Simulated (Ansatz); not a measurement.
Input of an Ansatz 0.2.0 run:

Contents of input.yaml:

```yaml
crystal:
  lattice:
    - [0.0, 2.211323, 2.211323]
    - [2.211323, 0.0, 2.211323]
    - [2.211323, 2.211323, 0.0]
  atoms:
    - { symbol: Ta, position: [0.5, 0.5, 0.5] }
    - { symbol: "N", position: [0.0, 0.0, 0.0] }
hamiltonian:
  xc: r2scan
  pseudopotentials: { kind: paw }
  hubbard: { sites: [{ species: Ta, l: d, u_eff: 3.0 }] }
kpoints:
  mp_grid: { grid: [10, 10, 10] }
scf:
  occupations: { method: fermi_dirac, width: 0.05 }
  n_extra_bands: 6
output:
  forces: true
  stress: true
  eigenvalues: true
  dos: { projected: true, de: 0.05, nscf_kmesh: { grid: [15, 15, 15] } }
  write_density: true
  write_potential: true
  elf: true
  volumetric_format: npy
```

Potentials or basis: Ansatz PAW.

Command:

```sh
$ ansatz run input.yaml --threads 2 --pin off --max-ram 5632MiB --backend cpu --events-out ev --progress --plain --runs-dir out
```

Question: What does it give for the pressure?

Answer: -3.4 GPa.

Question: Predict the band gap on the k mesh.

Answer: None (metal or under the smearing width).

Question: What does it give for the density of states at the Fermi level?

Answer: 0.69 states/eV per cell.

Eigenvalues of the final occupation matrices:
| site | spin | trace | eigenvalues |
| --- | --- | --- | --- |
| site 1 | 1 | 1.85 | 0.29 0.29 0.43 0.43 0.43 |

Caveat: U without spin polarisation on a metal has little footing; the PAW data sets come from PBE, with cores solved anew for the run's functional, which leaves a small shift of forces and pressure; the density of states is complete only up to the lowest level of the last band computed. The run has no spin-orbit coupling, so splittings on Ta are missing.
